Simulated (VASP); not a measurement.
# PbO: binding between layers

PbO, P4/nmm (no. 129), 4 atoms in the cell. PBE with dDsC; PAW potentials Pb_d, O (PBE set).

## Input

INCAR:
```
PREC = Accurate
ENCUT = 520
EDIFF = 1E-6
ISMEAR = 0
SIGMA = 0.02
LREAL = False
LASPH = True
GGA_COMPAT = False
ALGO = Normal
NELM = 150
ISIF = 2
LWAVE = False
LCHARG = False
GGA = PE
IVDW = 4
KPAR = 4
```

KPOINTS.step1:
```
k-points
0
Gamma
  5 5 5
```

KPOINTS.step3:
```
k-points
0
Gamma
  5 5 4
```

KPOINTS.step8:
```
k-points
0
Gamma
  5 5 3
```

KPOINTS.step9:
```
k-points
0
Gamma
  5 5 2
```

POSCAR.step1:
```
PbO
1.0
    3.9900000000      0.0000000000      0.0000000000
    0.0000000000      3.9900000000      0.0000000000
    0.0000000000      0.0000000000      4.7100000000
Pb O
2 2
Direct
    0.5000000000      0.0000000000      0.7447133760
    0.0000000000      0.5000000000      0.2552866240
    0.5000000000      0.5000000000      0.0000000000
    0.0000000000      0.0000000000      0.0000000000
```

POSCAR.step2:
```
PbO
1.0
    3.9900000000      0.0000000000      0.0000000000
    0.0000000000      3.9900000000      0.0000000000
    0.0000000000      0.0000000000      4.8600000000
Pb O
2 2
Direct
    0.5000000000      0.0000000000      0.7525925930
    0.0000000000      0.5000000000      0.2474074070
    0.5000000000      0.5000000000      0.0000000000
    0.0000000000      0.0000000000      0.0000000000
```

POSCAR.step3:
```
PbO
1.0
    3.9900000000      0.0000000000      0.0000000000
    0.0000000000      3.9900000000      0.0000000000
    0.0000000000      0.0000000000      5.0100000000
Pb O
2 2
Direct
    0.5000000000      0.0000000000      0.7600000000
    0.0000000000      0.5000000000      0.2400000000
    0.5000000000      0.5000000000      0.0000000000
    0.0000000000      0.0000000000      0.0000000000
```

POSCAR.step4:
```
PbO
1.0
    3.9900000000      0.0000000000      0.0000000000
    0.0000000000      3.9900000000      0.0000000000
    0.0000000000      0.0000000000      5.1600000000
Pb O
2 2
Direct
    0.5000000000      0.0000000000      0.7669767440
    0.0000000000      0.5000000000      0.2330232560
    0.5000000000      0.5000000000      0.0000000000
    0.0000000000      0.0000000000      0.0000000000
```

POSCAR.step5:
```
PbO
1.0
    3.9900000000      0.0000000000      0.0000000000
    0.0000000000      3.9900000000      0.0000000000
    0.0000000000      0.0000000000      5.3100000000
Pb O
2 2
Direct
    0.5000000000      0.0000000000      0.7735593220
    0.0000000000      0.5000000000      0.2264406780
    0.5000000000      0.5000000000      0.0000000000
    0.0000000000      0.0000000000      0.0000000000
```

POSCAR.step6:
```
PbO
1.0
    3.9900000000      0.0000000000      0.0000000000
    0.0000000000      3.9900000000      0.0000000000
    0.0000000000      0.0000000000      5.6100000000
Pb O
2 2
Direct
    0.5000000000      0.0000000000      0.7856684490
    0.0000000000      0.5000000000      0.2143315510
    0.5000000000      0.5000000000      0.0000000000
    0.0000000000      0.0000000000      0.0000000000
```

POSCAR.step7:
```
PbO
1.0
    3.9900000000      0.0000000000      0.0000000000
    0.0000000000      3.9900000000      0.0000000000
    0.0000000000      0.0000000000      6.2100000000
Pb O
2 2
Direct
    0.5000000000      0.0000000000      0.8063768120
    0.0000000000      0.5000000000      0.1936231880
    0.5000000000      0.5000000000      0.0000000000
    0.0000000000      0.0000000000      0.0000000000
```

POSCAR.step8:
```
PbO
1.0
    3.9900000000      0.0000000000      0.0000000000
    0.0000000000      3.9900000000      0.0000000000
    0.0000000000      0.0000000000      8.0100000000
Pb O
2 2
Direct
    0.5000000000      0.0000000000      0.8498876400
    0.0000000000      0.5000000000      0.1501123600
    0.5000000000      0.5000000000      0.0000000000
    0.0000000000      0.0000000000      0.0000000000
```

POSCAR.step9:
```
PbO
1.0
    3.9900000000      0.0000000000      0.0000000000
    0.0000000000      3.9900000000      0.0000000000
    0.0000000000      0.0000000000     13.0100000000
Pb O
2 2
Direct
    0.5000000000      0.0000000000      0.9075787860
    0.0000000000      0.5000000000      0.0924212140
    0.5000000000      0.5000000000      0.0000000000
    0.0000000000      0.0000000000      0.0000000000
```

Commands (each step's output is kept before the next begins):
```
cat potpaw_PBE.64/Pb_d/POTCAR potpaw_PBE.64/O/POTCAR > POTCAR
cp KPOINTS.step1 KPOINTS
cp POSCAR.step1 POSCAR
mpirun -np 4 vasp_std > vasp.out
rm WAVECAR CHG
cp POSCAR.step2 POSCAR
mpirun -np 4 vasp_std > vasp.out
rm WAVECAR CHG
cp KPOINTS.step3 KPOINTS
cp POSCAR.step3 POSCAR
mpirun -np 4 vasp_std > vasp.out
rm WAVECAR CHG
cp POSCAR.step4 POSCAR
mpirun -np 4 vasp_std > vasp.out
rm WAVECAR CHG
cp POSCAR.step5 POSCAR
mpirun -np 4 vasp_std > vasp.out
rm WAVECAR CHG
cp POSCAR.step6 POSCAR
mpirun -np 4 vasp_std > vasp.out
rm WAVECAR CHG
cp POSCAR.step7 POSCAR
mpirun -np 4 vasp_std > vasp.out
rm WAVECAR CHG
cp KPOINTS.step8 KPOINTS
cp POSCAR.step8 POSCAR
mpirun -np 4 vasp_std > vasp.out
rm WAVECAR CHG
cp KPOINTS.step9 KPOINTS
cp POSCAR.step9 POSCAR
mpirun -np 4 vasp_std > vasp.out
```

## Result

- Binding energy, rigid layers (meV/Å²): 19.9
- Best gap between layers (Å): 2.83

Rigid layers pulled apart:

| Gap (Å) | Energy (meV/Å² a gap) | Dispersion term (eV/cell) |
|---|---|---|
| 2.31 | -15.12 | -0.8645 |
| 2.46 | -17.72 | -0.8469 |
| 2.61 | -19.15 | -0.8284 |
| 2.76 | -19.80 | -0.8107 |
| 2.91 | -19.79 | -0.7933 |
| 3.21 | -18.78 | -0.7632 |
| 3.81 | -14.35 | -0.7017 |
| 5.61 | -4.65 | -0.5818 |
| 10.61 | 0.00 | -0.5130 |

VASP 6.6.1 took 154 s on 4 cores (Intel Xeon 6975P-C (Granite Rapids)), a shared host.
